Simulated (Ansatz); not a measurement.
Scan of one atom of the cell for GeO2 (rutile)

Relaxed GeO2 (rutile):

```yaml
crystal:
  lattice:
    - [4.42809, 0.00000, 0.00000]
    - [0.00000, 4.42809, 0.00000]
    - [0.00000, 0.00000, 2.88419]
  atoms:
    - { symbol: Ge, position: [0.00000, 0.00000, 0.00000] }
    - { symbol: Ge, position: [0.50000, 0.50000, 0.50000] }
    - { symbol: O, position: [0.30632, 0.30632, 0.00000] }
    - { symbol: O, position: [0.80632, 0.19368, 0.50000] }
    - { symbol: O, position: [0.19368, 0.80632, 0.50000] }
    - { symbol: O, position: [0.69368, 0.69368, 0.00000] }
```

In this cell atom 2 (Ge, nearest neighbour O at 1.884 Å; its periodic images, 2.9 Å or more away, move with it) is moved by s towards the nearest neighbour, unit vector (0.455, 0.455, -0.765); all other atoms and the cell stay fixed.

The numbers are results of PBEsol (plane waves to 420 eV, PAW, scalar-relativistic; Ansatz, a first-principles code), not measurements. k mesh 6×6×9 (Γ-centred), Fermi-Dirac smearing 0.05 eV. Energies are smeared free energies. Stress and pressure are positive under compression. Left out: 2 of 11 points, with atoms too close for the PAW data. F∥ is the force on the atom along that direction. F⊥ is the part of the force across the line. GeO2 was relaxed with its symmetry unable to fall. The zero of ΔE is the undisplaced structure.

```
s (Å)   ΔE (eV/cell)  |F⊥| (eV/Å)  F∥ (eV/Å)  P (GPa)
------  ------------  -----------  ---------  -------
-0.456         3.914        2.842     24.678     26.3
-0.342         1.812        2.044     13.302     12.8
-0.228         0.697        1.312      6.840      5.2
-0.114         0.159        0.639      2.874      1.2
0.000          0.000        0.000      0.000      0.0
0.114          0.159        0.639     -2.874      1.2
0.228          0.697        1.312     -6.840      5.2
0.342          1.812        2.044    -13.302     12.8
0.456          3.914        2.842    -24.678     26.3
```

Derived quantities:

Energy at s = 0.456 Å: 3914 meV/cell
Force along the line at s = -0.456 Å: 24.7 eV/Å
Symmetry of the curve: even: the same for both signs
Shape of the curve: a single well with its minimum at or next to zero displacement
Force constant k = d²E/ds² at s = 0 (finite differences): 23.6 eV/Å²
Harmonic estimate at the end of the scan: ½ks² = 2456 meV/cell against the computed 3914 meV/cell, so the well is stiffer than harmonic there

(A displaced cell: forces are minus the slopes of the energy, force constants its curvatures, and phonons follow from these.)
